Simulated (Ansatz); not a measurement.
FePt (Tetraferroplatinum):

```xyz
2
Lattice="2.7235 0.0000 0.0000 0.0000 2.7235 0.0000 0.0000 0.0000 3.7200" Properties=species:S:1:pos:R:3 pbc="T T T"
Pt    1.3618    1.3618    1.8600
Fe    0.0000    0.0000    0.0000
```

Program: Ansatz 0.2.0. Alike in all runs: potentials or basis Ansatz PAW; cell as given.

Problem. Order these runs on this cell by their pressure, lowest first.
A. level LDA; spin collinear, ferromagnetic start; k mesh 10 × 10 × 7; cutoff (eV) 420; smearing gaussian 0.05 eV
B. level revPBE; spin collinear, ferromagnetic start; k mesh 10 × 10 × 7; cutoff (eV) 420; smearing fermi-dirac 0.05 eV; points for each segment of the path 14
C. level r2SCAN; spin non-collinear, ferromagnetic start, SOC; k mesh 7 × 7 × 5; cutoff (eV) 500; smearing fermi-dirac 0.05 eV; points for each segment of the path 14
D. level BLYP; spin collinear, ferromagnetic start; k mesh 10 × 10 × 7; cutoff (eV) 420; smearing fermi-dirac 0.05 eV; points for each segment of the path 14
E. level PBE; spin collinear, ferromagnetic start; k mesh 10 × 10 × 7; cutoff (eV) 420; smearing gaussian 0.013 eV

Solution. A (-12.7 GPa), C (1.1 GPa), E (3.3 GPa), B (7.0 GPa), D (14.1 GPa).

Caveats: the PAW data sets come from PBE, with cores solved anew for the run's functional, which leaves a small shift of forces and pressure (some runs); the magnetic or orbital state may not be the lowest (some runs).
